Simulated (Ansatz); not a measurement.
# WC: forces, levels, charges and fields

One self-consistent run on WC (a crystal from a database, its volume scaled a little), nothing relaxed, to see gap or metal, charges, bonding, and the stress on the cell.

Program: Ansatz 0.2.0. Level of theory: DFT, r2SCAN, no spin polarisation, plane waves, PAW. These are calculated values, not measurements.

## (1) Geometry

The structure is hexagonal, space group P-6m2 (No. 187). The conventional cell has a = 2.919 Å, b = 2.919 Å, c = 2.849 Å, α = 90.00°, β = 90.00°, γ = 120.00°. Around W (site symmetry -6m2) lie 6 C at 2.21 Å. C (site symmetry -6m2) has 6 W at 2.21 Å as nearest neighbours.

The coordinates stand in the input below.

It is a restart: the density comes from an earlier run on this cell.

## (2) Self-consistent run

Input file input.yaml:

```yaml
crystal:
  lattice:
    - [2.91915851, 0.0, 0.0]
    - [-1.45957926, 2.52806741, 0.0]
    - [0.0, 0.0, 2.84906003]
  atoms:
    - { symbol: W, position: [0.0, 0.0, 0.0] }
    - { symbol: C, position: [0.66667, 0.33333, 0.5] }
  symmetry: { tolerance: 0.0003 }
kpoints:
  mp_grid: { grid: [10, 10, 9], shift: [0, 0, 0] }
  band_path:
    path:
      - [0.0, 0.0, 0.0]
      - [0.5, 0.0, 0.0]
      - [0.33333333, 0.33333333, 0.0]
      - [0.0, 0.0, 0.0]
      - [0.0, 0.0, 0.5]
      - [0.5, 0.0, 0.5]
      - [0.33333333, 0.33333333, 0.5]
      - [0.0, 0.0, 0.5]
      - [0.5, 0.0, 0.5]
      - [0.5, 0.0, 0.0]
      - [0.33333333, 0.33333333, 0.5]
    npoints: 6
magnetization:
  spin_polarized: false
scf:
  occupations: { method: cold, width: 0.02 }
  lower_state_search: "off"
  max_iter: 200
hamiltonian:
  pseudopotentials: { kind: paw }
  xc: r2scan
basis:
  ecutwfc: 500
  fft_grid_basis: typed
output:
  forces: true
  stress: true
  eigenvalues: true
  bader: true
  populations: true
  elf: true
  write_potential: true
  volumetric_format: npy
  dos:
    e_range: [-12, 8]
    de: 0.05
    projected: { site_lists: { C: [C], W: [W] } }
  write_density: true
checkpoint:
  read: saved_state
```

The run is started by

```bash
$ ansatz run input.yaml --threads 1 --pin off --max-ram 2560MiB --backend cpu --events-out ev --progress --plain --runs-dir out
```

Output:

```text
Warning: the atoms were moved onto the symmetric positions of the space group found under crystal.symmetry.tolerance 3.0e-4 (fractional; no operation is sought that the atoms, as they stand in a round, miss by more than twice it, and no atom is moved by as much as it), and the run uses the moved positions. Before a round's move an operation carried an atom to 1.46e-5 Å from where it should land, the largest such distance. Atom 1 (counting from 0) moved farthest, by 1.69e-5 Å; the longest move in fractions of the cell, of whichever atom, is 0.01 of the tolerance, in 1 round. To run the atoms as typed, lower crystal.symmetry.tolerance until the operations that they miss are no longer found, or set crystal.symmetry.detect: false (a key that needs symmetry detection or time reversal refuses this as the deck is read). The positions used, in the order of the run's atom list: position: [5.5510939473021013e-17, -1.8503646491007004e-17, 0.0]; position: [0.6666666666666667, 0.3333333333333333, 0.5]; The lattice was moved too: crystal.lattice misses the space group found at crystal.symmetry.tolerance 3.0e-4 in a digit that the deck types, which is why this is a warning: making the lattice exact moves one of its numbers by a whole unit of that number's last typed decimal, or more. The operation that it misses by the most changes a squared length by the fraction 1.36e-6. The run uses the lattice that is a stretch of the typed one, with no rotation, onto the one that keeps every operation to a double's rounding (on a very oblique basis the stretch itself rounds by more); the deck's lattice vector that moved farthest moved by 1.14e-6 Å. To run the lattice as typed, set crystal.symmetry.tolerance under 3.95e-9, the least fraction by which an operation that the lattice misses changes a squared length (the same key also sets how far an atom may lie from its image, so lowering it can lose operations that the atoms keep only within it), or set crystal.symmetry.detect: false, as for the atoms. crystal.lattice made exact, in Å and degrees: [[2.919159654693244, 2.886751438639117e-9, 0.0], [-1.459579829846622, 2.5280664172235836, 0.0], [0.0, 0.0, 2.84906003]]. Pasted over the deck's crystal.lattice, beside positions in fractional coordinates, it runs the same cell (given as lengths and angles, that cell in the form's own orientation, a rigid turn of the misfit's size from the one run here, for which a checkpoint.post_process_only pass over this run's state can be refused: where this run relaxes nothing, give such a pass this deck's own crystal.lattice, as typed; behind a relaxation, as crystal.lattice, the state's own cell, identity.cell in its checkpoint.json), and a matrix so pasted ends this notice, except on a very skew basis of the lattice, where the rounding of the pasted numbers themselves can read as a misfit: the cell is then moved again, and that move is told again. The lattice as run is in this notice's lattice.as_run_ang field (Run.prep()["deck_notices"] in Python, the deck_notice line of an events file, deck_notices of ansatz run --dry-run=json, or deck_notices in record.json in the deck's checkpoint.write directory).
Warning: RAYON_NUM_THREADS=1 ignored (pool sized by the plan → 1); use --threads N
Engine: ansatz 0.2.0, x86_64-unknown-linux-gnu
Pseudopotentials: kind: paw
Pseudopotential: W, paw, valence charge 14, recommended cutoff 500 eV (meta_gga), W.paw.azcp
Pseudopotential: C, paw, valence charge 4, recommended cutoff 500 eV (meta_gga), C.paw.azcp
Functional definition: r2SCAN
  parameter k0 = 0.174
  parameter k1 = 0.065
  parameter a1 = 4.9479
  exchange = r2scan_x(k0 = k0, k1 = k1, a1 = a1)
  correlation = r2scan_c
Crystal: 2 atoms, lattice volume = 21.026 Å³
Basis set: ecut = 500 eV, 539 PW (Γ), exchange–correlation on 96×96×96 points (64 copies of the dense FFT grid, shifted against one another)
Bands: 13, of which v1, the nominal top of the filled ones, is band 9 counted from 1 (8 counted from 0)
Symmetry: 12 space group operations
Space group: P-6m2 (ITA 187), of the structure as read, at distance tolerance 8.3e-4 Å
k-points: 70 of 900 (time reversal used)
Non-local potential: W, projectors of the file, l = 0: 3, l = 1: 2, l = 2: 2, l = 3: 1
Non-local potential: C, projectors of the file, l = 0: 2, l = 1: 2, l = 2: 1
PAW form: soft (Blöchl's): semilocal exchange-correlation on the pseudo side does not see the compensation charge
PAW frozen core: W, regenerated for the run's functional (the file was generated under x = pbe(κ = 0.804, μ = 0.2195149727645171), c = pbe(β = 0.06672455060314922))
PAW frozen core: C, regenerated for the run's functional (the file was generated under x = pbe(κ = 0.804, μ = 0.2195149727645171), c = pbe(β = 0.06672455060314922))
PAW one-centre angular grid: W, 590 points (default); XC on 160 Gauss nodes
PAW one-centre angular grid: C, 302 points (default); XC on 239 of its mesh's 2573 points in the sphere
Initial density: read from a saved state, or passed on in memory by an earlier SCF of this step, an earlier step, the calling program or the single point that the run made first
Initial wavefunctions: pseudopotential atomic-orbital guess
Functional: x = r2scan, c = r2scan; τ floored in thin density (d = 2e-4 eV/Å³)
iter 1 solved again at ethr=2.13e-6 eV; its pass at ethr=3.10e-3 eV (dr2=3.84e-4 eV) is discarded
SCF iter   1: F=—  HF=-10649.321402 eV  |F-HF|=—  |Δ(HF+E_count)|=         —  Δρ=2.58e-3  dr2=4.05e-4  dr2_τ=1.33e-2  ethr=2.13e-6  ⟨swp⟩=3.6  Hψ=7339  notcnv=0
preconditioner: auto → none  [insulator: Δε(μ)=0.036 eV  Ē_g=10.485 eV  σ=0.020 eV  W_gap=0.97  n_scr=8 (ndim 8)  ℏωp=25.6 eV  f_vac=0.000  D(μ)=0.45/eV (n_scr^D=0)  ε∞_Penn≈7.0]
SCF iter   2: F=—  HF=-10649.323611 eV  |F-HF|=—  |Δ(HF+E_count)|=   2.21e-3  S|Δr|=    0.00e0  Δρ=1.27e-3  dr2=9.60e-5  dr2_τ=9.40e-5  ethr=2.13e-6  ⟨swp⟩=2.0  Hψ=1750  notcnv=0
SCF iter   3: F=—  HF=-10649.323839 eV  |F-HF|=—  |Δ(HF+E_count)|=   2.28e-4  S|Δr|=    0.00e0  Δρ=6.81e-4  dr2=2.92e-5  dr2_τ=2.36e-5  ethr=5.33e-7  ⟨swp⟩=2.1  Hψ=1262  notcnv=0
SCF iter   4: F=—  HF=-10649.323928 eV  |F-HF|=—  |Δ(HF+E_count)|=   8.89e-5  S|Δr|=    0.00e0  Δρ=8.93e-5  dr2=6.27e-7  dr2_τ=3.21e-7  ethr=1.62e-7  ⟨swp⟩=2.0  Hψ=1260  notcnv=0
SCF iter   5: F=-10649.323929 eV  HF=-10649.323929 eV  |F-HF|=5.01e-8  |Δ(HF+E_count)|=   1.34e-6  S|Δr|=    0.00e0  Δρ=2.76e-5  dr2=4.62e-8  dr2_τ=7.06e-9  ethr=5.56e-10  ⟨swp⟩=10.5  Hψ=6815  notcnv=0
SCF 1 converged in 5 iterations: F = -10649.323929 eV  dr2 = 4.62e-8
NSCF: frozen V_eff on 61 k-points
SCF converged after 5 iterations
Stability not checked: this state was not tested for a lower state beside it, because cold or Methfessel-Paxton smearing, or corrected tetrahedra, fill the levels in a way that the test cannot read (fill_not_monotonic; see scf.lower_state_search)
Free energy (F): -10649.323929 eV
Harris-Foulkes:  -10649.323929 eV  (|F-HF|=5.01e-8)
Internal energy: -10649.323947 eV  (E = F + TS)
E sigma→0 (E₀):  -10649.323935 eV
Entropy (-TS):   0.000018 eV (0.009 meV/atom)
Fermi energy:    20.214731 eV
--- Per-component energies (eV) ---
  E_band       = -79.974801
  E_kinetic    = 541.428042
  E_local      = -674.881764  (includes V_loc(G=0)·N_el)
  E_nonlocal   = 25.721225
  E_hartree    = 238.289449
  E_xc         = -297.526382
  E_vxc        = -326.461993  (∫ρ·V_xc dr)
  E_paw        = -8693.292898  (= ΣΔE_a)
  E_vpaw       = -139.035474  (= ΣTr[D̂ρ^β])
  E_aug_tail   = -0.000045  (compensation charges beyond the density's cutoff)
  E_vtau       = 16.677859  (kinetic-family band-sum trace: ∫τ·v_τ [+ j·A + Jᵃ·Aᵃ] dr)
  E_ewald      = -1788.448851
  E_core_change = -0.612723  (= ΣΔE_core)
  E_smearing   = 0.000018  (= −TS)
  E_closure    = -0.000000  (closes the sum)
  Σ components = -10649.323929   (vs F -10649.323929, Δ=0.00e0)
--- Forces (eV/Å), atoms counted from 1 ---
  atom   1  W     -0.00000000     0.00000000     0.00000000
  atom   2  C     -0.00000000     0.00000000     0.00000000
  max |Σ_I F_I| component: 4.44e-16 eV/Å
--- Stress (GPa, compression-positive) ---
       -2.812307      -0.000000       0.000000
        0.000000      -2.812307       0.000000
        0.000000       0.000000      -6.069372
  P = ⅓ Tr σ = -3.8980 GPa (-38.980 kbar)
--- Band table (eV; the first three rows and the last of 70) ---
  k-point 0: bands = ["-55.7385", "-19.0888", "-18.9843", "-18.9843", "5.0322", "15.7527", "16.7348", "16.7348", "20.2516", "23.5150", "23.5150", "26.0324", "26.0324"]
  k-point 1: bands = ["-55.7335", "-19.1808", "-18.9765", "-18.9765", "5.3369", "15.5528", "16.8738", "16.8738", "20.2496", "22.5999", "22.5999", "26.5082", "26.5082"]
  k-point 2: bands = ["-55.7211", "-19.4085", "-18.9565", "-18.9565", "6.1884", "14.6606", "17.2545", "17.2545", "20.8453", "21.1905", "21.1905", "26.5292", "26.5292"]
  k-point 69: bands = ["-55.6320", "-19.6246", "-19.5304", "-19.3762", "8.5475", "13.0532", "14.5520", "18.1501", "19.3500", "24.6947", "26.6090", "27.4473", "29.9927"]
--- Löwdin populations: 2 sites ---
  site symbol       q [e]
     0      W     13.1637
     1      C      4.7498
  spilling = 0.004807 (of n_electrons = 18.000000)
--- Bader charges: 2 sites ---
  site symbol  charge [e]  shift [e]
     0      W      1.4808     0.0036
     1      C     -1.4808     0.0036
  estimated error of the sums over rays = 5.4e-4 e
```

Wall time 20 s (1 thread, shared host); peak memory 0.44 GiB.

## (3) Forces and stress

All forces vanish by the symmetry of the sites.

Diagonalising the stress gives -6.07, -2.81, -2.81 GPa, so P = -3.90 GPa (positive in compression).

## (4) Bands along the path

bands.tsv at the labelled points (eV, zero at the Fermi level):

```csv
point,band 8,band 9,band 10,band 11,band 12,band 13
Γ,-3.48,0.04,3.30,3.30,5.82,5.82
M,-3.68,-0.55,2.40,4.61,4.96,7.14
K,-3.60,0.68,0.93,2.09,3.31,9.48
Γ,-3.48,0.04,3.30,3.30,5.82,5.82
A,-2.11,-0.62,-0.62,3.68,4.75,4.75
L,-4.38,0.16,4.47,5.32,6.80,9.48
H,-1.78,-0.77,4.44,6.47,7.74,9.56
A,-2.11,-0.62,-0.62,3.68,4.75,4.75
L,-4.38,0.16,4.47,5.32,6.80,9.48
M,-3.68,-0.55,2.40,4.61,4.96,7.14
H,-1.78,-0.77,4.44,6.47,7.74,9.56
```

The same bands between the corners:

```
distance (1/Å)  band 10  band 11
          0.00     3.30     3.30
          0.41     3.06     4.56
          0.83     2.61     3.76
          1.24     2.40     4.61
          1.48     1.85     3.84
          1.72     1.01     2.73
          1.96     0.93     2.09
          2.44     1.62     2.68
          2.92     2.89     4.28
          3.40     3.30     3.30
          3.76     1.66     1.66
          4.13    -0.09     2.08
          4.50    -0.62     3.68
          4.91     0.31     4.43
          5.33     2.69     5.23
          5.74     4.47     5.32
          5.98     4.97     5.43
          6.22     4.73     6.46
          6.46     4.44     6.47
          6.94     4.37     5.20
          7.41     0.66     4.58
          7.89    -0.62     3.68
          8.31     0.31     4.43
          8.72     2.69     5.23
          9.14     4.47     5.32
          9.50     3.94     4.29
          9.87     3.66     4.27
         10.24     2.40     4.61
         10.68     3.50     4.03
         11.12     3.97     5.69
         11.55     4.44     6.47
```

## (5) States by energy

Counts of states in windows (eV from the Fermi level; tetrahedra), total and projected:

```
from    to  total   C p   W d
-8.0  -7.0   0.28  0.13  0.10
-7.0  -6.0   1.33  0.61  0.58
-6.0  -5.0   0.63  0.28  0.30
-5.0  -4.0   1.14  0.53  0.54
-4.0  -3.0   1.56  0.70  0.78
-3.0  -2.0   1.05  0.51  0.49
-2.0  -1.0   1.41  0.34  0.97
-1.0   0.0   0.61  0.15  0.41
 0.0   1.0   0.18  0.01  0.16
 1.0   2.0   0.48  0.03  0.43
 2.0   3.0   0.77  0.09  0.64
 3.0   4.0   1.05  0.24  0.71
```

## (6) How the electrons are shared

By element, from the tables in the log (a charge is positive for electrons lost): Löwdin charges also hold the electrons that the projection spills.

| element | atoms | Bader charge (e) | Bader volume (Å³) | Löwdin charge (e) |
| --- | --- | --- | --- | --- |
| W | 1 | +1.48 | 11.5 | +0.84 |
| C | 1 | -1.48 | 9.5 | -0.75 |

## (7) Fields in real space

Maps in the plane spanned by a and b at height 0.500 along c (axes of the input's cell), one cell: a runs left to right (9 points from zero), b bottom to top (9 points), 120° apart. These are the smooth PAW fields, not the true ones near the nuclei.

Valence density. Ten steps from '0' (0.10 e/Å³) to '9' (1.67 e/Å³), finer at the low end (step k begins (100^(k/10) - 1)/99 of the way up):
```
655555556
653223566
652025677
752257898
753579999
655689998
656799997
666789876
666677666
```

ELF. Ten even steps from '0' (0.02) to '9' (0.78):
```
433343334
631001367
830003899
840048999
831388448
833894049
636994499
447998997
346888864
```

Atoms within 0.2 Å of the plane, in fractions of a and b: C at (0.67, 0.33).

## (8) What came out

```
                                                 quantity                 value
                                            largest force            0.000 eV/Å
                                                 pressure              -3.9 GPa
           formation energy (elements from separate runs)         -0.18 eV/atom
                                                character                 metal
density of states, mean within 0.25 eV of the Fermi level  0.18 per eV per cell
                                            Bader charges    W +1.48, C -1.48 e
```

Bands cross the Fermi level: a metal; within 0.25 eV of the Fermi level the density of states averages 0.18 per eV per cell, mostly W d (82 %) and C p (14 %). At -3.9 GPa the cell is stretched and would shrink, and unequal principal stresses would change its shape. By Bader's partition W gives up most (+1.48 e) and C takes most (-1.48 e). Set against separate runs on the elements (W bcc, C graphite), it forms at -0.18 eV per atom, so it holds against falling apart into elements.
